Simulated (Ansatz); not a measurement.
The system is BaTiO3.

```
CELL_PARAMETERS angstrom
4.00600 0.00000 0.00000
0.00000 4.00600 0.00000
0.00000 0.00000 4.00600
ATOMIC_POSITIONS crystal
Ba 0.50000 0.50000 0.50000
Ti 0.00000 0.00000 0.00000
O 0.00000 0.00000 0.50000
O 0.00000 0.50000 0.00000
O 0.50000 0.00000 0.00000
```

Base run:

* Program: Ansatz 0.2.0
* Functional: PBE
* Potentials or basis: Ansatz PAW
* Cutoff: 420 eV
* Density cutoff: 1680 eV
* k mesh: 7 × 7 × 7
* Occupations: fermi-dirac, width 0.05 eV
* Spin: no spin polarisation

Its results: band gap on the k mesh 1.87 eV, indirect (least direct gap 1.91 eV).

Q: The run is repeated on the same cell with these changes: functional from PBE to HSE06; k mesh from 7 × 7 × 7 to 6 × 6 × 6. What comes out?

A: Band gap on the k mesh 3.20 eV, indirect (least direct gap 3.29 eV).

Several settings changed at once, so the effect can't be laid on one alone.

Caveats: spin-orbit coupling is left out, which moves the levels of the heavy elements; odd divisions of the mesh miss points on the zone boundary, where band edges often lie, so the gap on the mesh can be too wide (some runs).

Not every run made on this cell is shown here.
